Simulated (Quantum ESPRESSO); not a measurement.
Crystal: AlN.

```
CELL_PARAMETERS angstrom
0.00000 2.18399 2.18399
2.18399 0.00000 2.18399
2.18399 2.18399 0.00000
ATOMIC_POSITIONS crystal
Al 0.00000 0.00000 0.00000
N 0.25000 0.25000 0.25000
```

Measurements of this composition are mostly on another form, of space group No. 186.

- Program: Quantum ESPRESSO 7.5
- Task: Wannier functions
- Functional: PBE
- Potentials or basis: PseudoDojo 0.4.1 SR PBE standard
- Cutoff: 1143 eV
- Density cutoff: 4572 eV
- k mesh: 6 × 6 × 6
- Occupations: fermi-dirac, width 0.05 eV
- Spin: no spin polarisation
- Mixing beta: 0.5
- Most SCF iterations: 120
- SCF threshold: 4e-10 Ry
- k mesh for the Wannier functions: 6 × 6 × 6
- Projections: Al sp, N sp

Start: atomic projections with disentanglement, frozen window up to 4.7 eV over the reference level. The reference level is the Fermi level, or the middle of the gap.

Task: With atomic projections with disentanglement, how many functions result, how localised are they, and how well do they interpolate the bands?

Result: 8 functions with spreads from 0.61 to 0.84 Å², 5.8 Å² in all; they miss the direct bands by 5 meV (root mean square).

Wannier functions:
```
function  nearest atom  distance (Å)  spread (Å²)  on-site energy from the reference level (eV)
       1          1 Al          0.97         0.84                                          7.50
       2          1 Al          0.97         0.84                                          7.49
       3          1 Al          0.97         0.84                                          7.50
       4          1 Al          0.97         0.84                                          7.50
       5           2 N          0.36         0.61                                         -4.03
       6           2 N          0.35         0.62                                         -4.05
       7           2 N          0.35         0.62                                         -4.06
       8           2 N          0.35         0.62                                         -4.06
```

Parts of the spread (Å²): invariant 5.18, diagonal 0.003, off-diagonal 0.63, total 5.81. Against the direct bands the interpolation misses by 5 meV (root mean square) and 18 meV at most, for states up to 1 eV over the reference level.

Caveat: the Wannier minimisation didn't converge.
